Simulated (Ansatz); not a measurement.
Runs of Ansatz 0.2.0 on TiO2. It takes space group C2/m (No. 12, monoclinic). The conventional cell has a = 12.307 Å, b = 3.767 Å, c = 6.616 Å, α = 90.00°, β = 106.95°, γ = 90.00°. Ti (site symmetry m) is surrounded by 4 O at 1.86 to 1.94 Å. Around Ti (site symmetry m) lie 5 O at 1.78 to 2.03 Å. O (site symmetry m) has 3 Ti at 1.94 to 2.03 Å as nearest neighbours. O (site symmetry m) has 3 Ti at 1.96 to 2.16 Å as nearest neighbours. O (site symmetry m) is surrounded by 2 Ti at 1.78 to 1.87 Å. O (site symmetry m) has 2 Ti at 1.86 to 1.93 Å as nearest neighbours. The cell comes from a database or a generator and needn't be the stable form of this composition.

```tsv
task	level	potentials or basis	U	cell	cutoff (eV)	points for each segment of the path	hubbard projectors	double counting	gap on the mesh (eV)	pressure (GPa)	V0 of scaled cells (Å³/atom)	B0 (GPa)	largest force (eV/Å)
relaxation of cell and atoms	revPBE	Ansatz PAW	-	relaxed	420	-	-	-	(a)	0.0	-	-	-
equation of state	PBE	Ansatz PAW large core	-	as given	420	-	-	-	-	-	12.15	196	-
equation of state	PBE+D4	Ansatz PAW	-	as given	420	-	-	-	-	-	11.97	(b)	-
band structure	r2SCAN+U	Ansatz PAW	Ti d U = 6 eV	as given	500	10	ortho-atomic (the default)	fll (the default)	3.94	(c)	-	-	0.37
single point	PBE	Ansatz PAW	-	as given	300	-	-	-	2.72	-2.2	-	-	0.30
```

Alike in all rows: no spin polarisation; k mesh 8 × 8 × 4; smearing fermi-dirac 0.05 eV.

Task: Estimate the missing entries.

Result: (a) 2.74; (b) 200; (c) -0.8.

Caveats: the PAW data sets come from PBE, with cores solved anew for the run's functional, which leaves a small shift of forces and pressure (some runs); the cell was scaled at fixed shape and fractional positions, which overstates the stiffness of a crystal with free parameters, most of all of layers and chains (some runs); the plane-wave basis is chosen anew once the cell has moved, so the energies of steps on either side of that aren't comparable (some runs); this set keeps more shells in the core, which shifts pressures and gaps (some runs); the pressure holds a Pulay correction of +28.9 GPa for the finite cutoff (some runs); the cutoff lies under the one recommended for these potentials (some runs).

A k mesh can miss the band edges.
